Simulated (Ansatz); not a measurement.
# Sn: the cost of one run

Program: Ansatz 0.2.0. Level of theory: DFT PBEsol, scalar-relativistic, plane waves, PAW. These are calculated values, not measurements.

4 further runs of the same task are left out: 4 set aside as unsound or not needed.

## (1) The structure to begin with

It takes space group I4/mmm (No. 139, tetragonal). The conventional cell has a = 3.300 Å, b = 3.300 Å, c = 4.871 Å, α = 90.00°, β = 90.00°, γ = 90.00°. Sn (site symmetry 4/mmm) is surrounded by 12 Sn at 3.30 to 3.37 Å.

Structure file:

```
CELL_PARAMETERS angstrom
-1.65013 1.65013 2.43537
1.65013 -1.65013 2.43537
1.65013 1.65013 -2.43537
ATOMIC_POSITIONS crystal
Sn 0.00000 0.00000 0.00000
```

It is the result of an earlier relaxation at this level (volume 26.53 Å³/atom; gap on the mesh: none (metal)).

## (2) The reference run

input.yaml

```yaml
crystal:
  lattice:
    - [-1.650130502, 1.650130502, 2.4353654521]
    - [1.650130502, -1.650130502, 2.4353654521]
    - [1.650130502, 1.650130502, -2.4353654521]
  atoms:
    - { symbol: Sn, position: [0.0, 0.0, 0.0] }
basis:
  ecutwfc: 420
kpoints:
  mp_grid: { grid: [20, 20, 20] }
hamiltonian:
  xc: pbesol
scf:
  occupations: { method: fermi_dirac, width: 0.15 }
output:
  forces: true
  stress: true
  eigenvalues: true
elastic:
  mode: relaxed_ion
  stencil: two_point
```

This input was run earlier.

## (3) Trial: k mesh 24×24×24

input.yaml

```yaml
crystal:
  lattice:
    - [-1.650130502, 1.650130502, 2.4353654521]
    - [1.650130502, -1.650130502, 2.4353654521]
    - [1.650130502, 1.650130502, -2.4353654521]
  atoms:
    - { symbol: Sn, position: [0.0, 0.0, 0.0] }
basis:
  ecutwfc: 420
kpoints:
  mp_grid: { grid: [24, 24, 24] }
hamiltonian:
  xc: pbesol
scf:
  occupations: { method: fermi_dirac, width: 0.15 }
output:
  forces: true
  stress: true
  eigenvalues: true
elastic:
  mode: relaxed_ion
  stencil: two_point
```

Launch:

```sh
> ansatz run input.yaml --threads 1 --pin off --max-ram 3072MiB --backend cpu --events-out ev --progress --plain --runs-dir out
```

Q: Estimate wall time and peak memory on 1 thread of Intel Xeon Platinum 8375C at 2.90GHz (Ice Lake), shared host.

About 4.7 min, with a peak of 1.4 GiB.
